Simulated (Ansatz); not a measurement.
# Sb under changes of volume

One of the cells (26.666 Å³/atom); the others are scaled copies at fixed shape and fractional positions:

```
CELL_PARAMETERS angstrom
0.00000 2.37124 2.37124
2.37124 0.00000 2.37124
2.37124 2.37124 0.00000
ATOMIC_POSITIONS crystal
Sb 0.00000 0.00000 0.00000
```

This isn't the form of Sb at room conditions, which is rhombohedral.

```yaml
Program: Ansatz 0.2.0
Functional: r2SCAN
Potentials_or_basis: Ansatz PAW
Cutoff: "500 eV (not typed: the program's choice for these potentials)"
k_mesh: 10 × 10 × 10
Occupations: fermi-dirac, width 0.05 eV
Spin: no spin polarisation
```

```tsv
volume (Å³/atom)	energy over the lowest point (meV/atom)	pressure (GPa)
25.066	32.50	5.5
25.599	17.19	3.8
26.133	7.19	2.4
26.666	1.65	1.1
27.199	0.00	-0.1
27.733	1.96	-1.2
28.266	?	?
```

Question: What does the run at 28.266 Å³/atom give?

Answer: Energy over the lowest point 7.41 meV/atom; pressure -2.2 GPa.

Worked out: A Birch-Murnaghan fit of order 3 (a polynomial in V^(-2/3)) to the other rows has its minimum at 27.16 Å³/atom with B0 = V·E''(V) = 53 GPa and B' = 5.9. It gives 6.85 meV/atom at 28.266 Å³/atom, against the run's 7.41, and -dE/dV = -1.9 GPa, against -2.2.

Energies are extrapolated to zero smearing.

Caveats: the PAW data sets come from PBE, with cores solved anew for the run's functional, which leaves a small shift of forces and pressure.
